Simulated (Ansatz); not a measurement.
The cell is the one relaxed in the Materials Project (mp-408), not relaxed further here; entries there can be hypothetical.

Input and log of a run on Mg$_{2}$Ge: DFT, PBEsol, all-electron LAPW, scalar-relativistic (Ansatz 0.2.0).

Command: `ansatz run input.yaml --threads 1 --pin off --max-ram 4096MiB --backend cpu --events-out ev --progress --plain --runs-dir out` The run took 11 s on 1 thread of Intel(R) Xeon(R) 6975P-C (Granite Rapids) (shared host).

```yaml
crystal:
  lattice:
    - [0.0, 3.1842959198, 3.1842959198]
    - [3.1842959198, 0.0, 3.1842959198]
    - [3.1842959198, 3.1842959198, 0.0]
  atoms:
    - { symbol: Mg, position: [0.75, 0.75, 0.75] }
    - { symbol: Mg, position: [0.25, 0.25, 0.25] }
    - { symbol: Ge, position: [0.0, 0.0, 0.0] }
kpoints:
  mp_grid: { grid: [9, 9, 9] }
  band_path:
    path:
      - [0.0, 0.0, 0.0]
      - [0.5, 0.0, 0.5]
      - [0.625, 0.25, 0.625]
      - [0.375, 0.375, 0.75]
      - [0.0, 0.0, 0.0]
      - [0.5, 0.5, 0.5]
      - [0.5, 0.25, 0.75]
      - [0.5, 0.0, 0.5]
    npoints: 14
scf:
  occupations: { method: fermi_dirac, width: 0.08 }
hamiltonian:
  xc: pbesol
  pseudopotentials: { kind: all_electron, lapw: { basis_error: 0.0005 } }
output:
  forces: true
  stress: true
  eigenvalues: true
  populations: true
  dos: { projected: true, de: 0.2, e_range: [-14, 8] }
```

The log:

```
Mg: projections on atomic orbitals take those of the free atom 1s2 2s2 2p6 3s2, of charge +0.00 (hamiltonian.pseudopotentials.projection_atoms)
Ge: projections on atomic orbitals take those of the free atom 1s2 2s2 2p6 3s2 3p6 3d10 4s2 4p2, of charge +0.00 (hamiltonian.pseudopotentials.projection_atoms)
LAPW: plane waves up to 7.498 Å⁻¹, error target 5.0e-4 eV per atom; small_component_spin mean_spin; Mg in spheres of 1.288 Å, 10 of its electrons in bands, Dirac shells []; Ge in spheres of 1.470 Å, 22 of its electrons in bands, Dirac shells []
Engine: ansatz 0.2.0
Pseudopotentials: kind: all_electron
Pseudopotential: Mg, LAPW, valence charge 10, Koelling and Harmon's equation, gaussian nucleus
Pseudopotential: Ge, LAPW, valence charge 22, Koelling and Harmon's equation, gaussian nucleus
Functional definition: PBEsol
  exchange = pbesol_x
  correlation = pbesol_c
Crystal: 3 atoms, lattice volume = 64.576 Å³
Basis set: ecut = 214.17710840031404 eV, 459 PW (Γ), exchange–correlation at level 2
Bands: 26, of which v1, the nominal top of the filled ones, is band 21 counted from 1 (20 counted from 0)
Symmetry: 48 space group operations
Space group: Fm-3m (ITA 225), of the structure as read, at distance tolerance 4.0e-5 Å
k-points: 35 of 729
Non-local potential: Mg, projectors of the file, none
Non-local potential: Ge, projectors of the file, none
Initial density: superposition of atomic densities (chi_scale 0.1, normalization cell, long waves kept (reshape's long-wave potential 0.00 eV rms))
Initial wavefunctions: plane waves of lowest kinetic energy (no species holds an atomic orbital)
Functional: x = pbesol(κ = 0.804, μ = 0.12345679012345678), c = pbesol(β = 0.046)
iter 1 solved again at ethr=3.51e-3 eV; its pass at ethr=1.00e-1 eV (dr2=1.48e0 eV) is discarded
SCF iter   1: F=—  HF=-67955.466189 eV  |F-HF|=—  |Δ(HF+E_count)|=         —  Δρ=3.06e-2  dr2=1.48e0  ethr=3.51e-3  ⟨swp⟩=2.0  Hψ=6127  notcnv=0
preconditioner: auto → none  [insulator: Δε(μ)=0.856 eV  Ē_g=8.349 eV  σ=0.080 eV  W_gap=0.99  n_scr=14 (ndim 8)  ℏωp=13.1 eV  f_vac=0.010  D(μ)=0.00/eV (n_scr^D=0)  ε∞_Penn≈3.5]
iter 2 solved again at ethr=6.96e-5 eV; its pass at ethr=3.51e-3 eV (dr2=2.92e-2 eV) is discarded
SCF iter   2: F=—  HF=-67955.002896 eV  |F-HF|=—  |Δ(HF+E_count)|=   4.63e-1  Δρ=6.33e-3  dr2=2.92e-2  ethr=6.96e-5  ⟨swp⟩=2.0  Hψ=4652  notcnv=0
SCF iter   3: F=—  HF=-67954.988765 eV  |F-HF|=—  |Δ(HF+E_count)|=         —  Δρ=3.14e-3  dr2=1.05e-2  ethr=6.95e-5  ⟨swp⟩=2.0  Hψ=2596  notcnv=0
the basis was enlarged: its passes take 85.6 KiB over the memory plan, 1 of 1 planned eigensolver slots
SCF iter   4: F=—  HF=-67954.986288 eV  |F-HF|=—  |Δ(HF+E_count)|=   2.48e-3  Δρ=8.04e-4  dr2=3.14e-4  ethr=2.49e-5  ⟨swp⟩=2.0  Hψ=2596  notcnv=0
SCF iter   5: F=—  HF=-67954.985762 eV  |F-HF|=—  |Δ(HF+E_count)|=   5.26e-4  Δρ=9.25e-5  dr2=3.60e-6  ethr=7.48e-7  ⟨swp⟩=2.0  Hψ=2596  notcnv=0
SCF iter   6: F=—  HF=-67954.985763 eV  |F-HF|=—  |Δ(HF+E_count)|=   1.30e-6  Δρ=1.21e-5  dr2=7.85e-8  ethr=8.57e-9  ⟨swp⟩=2.6  Hψ=2633  notcnv=0
SCF iter   7: F=-67954.985763 eV  HF=-67954.985763 eV  |F-HF|=8.00e-10  |Δ(HF+E_count)|=   4.77e-8  Δρ=1.35e-6  dr2=7.60e-10  ethr=1.87e-10  ⟨swp⟩=2.9  Hψ=2677  notcnv=0
SCF 1 converged in 7 iterations: F = -67954.985763 eV  dr2 = 7.60e-10
NSCF: frozen V_eff on 99 k-points
SCF converged after 7 iterations
Free energy (F): -67954.985763 eV
Harris-Foulkes:  -67954.985763 eV  (|F-HF|=8.00e-10)
Internal energy: -67954.982108 eV  (E = F + TS)
E sigma→0 (E₀):  -67954.983936 eV
Entropy (-TS):   -0.003655 eV (-1.218 meV/atom)
Fermi energy:    7.293458 eV
--- Per-component energies (eV) ---
  E_band       = -1764.550504
  E_kinetic    = 69157.310290
  E_xc         = -3000.070754
  E_electrostatic = -134112.221644  (all electrons and nuclei)
  E_smearing   = -0.003655  (= −TS)
  E_closure    = 0.000000  (closes the sum)
  E_atoms      = -67945.781401  (free atoms, spherical and without spin; not in F)
  Σ components = -67954.985763   (vs F -67954.985763, Δ=0.00e0)
  Basis errors (estimates in eV, not in F): energy 1.9e-4 per atom: plane waves 1.7e-4 (9.5e-5 summed), levels above the bands 1.7e-29, relativity 2.8e-9, radial functions 2.1e-5, core shells 2.9e-14; eigenvalues (radial functions only) 2.3e-6; not estimated: angular momenta, meshes, grids; target (lapw.basis_error) 5.0e-4; muffin-tin radii Mg 1.288 Å, Ge 1.470 Å
--- Forces (eV/Å), atoms counted from 1 ---
  atom   1  Mg     0.00000000    -0.00000000    -0.00000000
  atom   2  Mg    -0.00000000     0.00000000     0.00000000
  atom   3  Ge    -0.00000000     0.00000000     0.00000000
  max |Σ_I F_I| component: 8.67e-19 eV/Å
--- Stress (GPa, compression-positive) ---
       -0.138410       0.000000       0.000000
        0.000000      -0.138410       0.000000
        0.000000       0.000000      -0.138410
  P = ⅓ Tr σ = -0.1384 GPa (-1.384 kbar)
--- Band table (eV; the first three rows and the last of 35) ---
  k-point 0: bands = ["-155.2018", "-102.5077", "-102.5077", "-102.5077", "-68.5347", "-68.5316", "-35.4884", "-35.4884", "-35.4884", "-35.4741", "-35.4741", "-35.4741", "-16.4836", "-16.4836", "-16.4836", "-16.4656", "-16.4656", "-2.5944", "7.1890", "7.1890", "7.1890", "8.2132", "10.0254", "10.0254", "10.0254", "13.3086"]
  k-point 1: bands = ["-155.2018", "-102.5077", "-102.5077", "-102.5077", "-68.5346", "-68.5317", "-35.4880", "-35.4880", "-35.4880", "-35.4746", "-35.4745", "-35.4745", "-16.4836", "-16.4834", "-16.4834", "-16.4656", "-16.4656", "-2.4908", "6.0262", "7.0612", "7.0612", "8.8120", "10.2547", "10.2547", "10.3748", "12.5864"]
  k-point 2: bands = ["-155.2018", "-102.5077", "-102.5077", "-102.5077", "-68.5343", "-68.5320", "-35.4869", "-35.4867", "-35.4867", "-35.4759", "-35.4758", "-35.4758", "-16.4836", "-16.4831", "-16.4831", "-16.4655", "-16.4655", "-2.1959", "4.5227", "6.8070", "6.8070", "8.6822", "10.4887", "10.4887", "11.6454", "12.3317"]
  k-point 34: bands = ["-155.2018", "-102.5077", "-102.5077", "-102.5077", "-68.5333", "-68.5330", "-35.4910", "-35.4907", "-35.4829", "-35.4799", "-35.4723", "-35.4721", "-16.4835", "-16.4829", "-16.4815", "-16.4658", "-16.4649", "-0.9019", "3.2798", "3.7407", "4.6652", "9.7273", "10.5147", "10.6836", "12.1308", "15.0192"]
--- Löwdin populations: 3 sites ---
  site symbol       q [e]
     0     Mg     10.6803
     1     Mg     10.6803
     2     Ge     34.3082
  spilling = 0.005915 (of n_electrons = 56.000000)
```
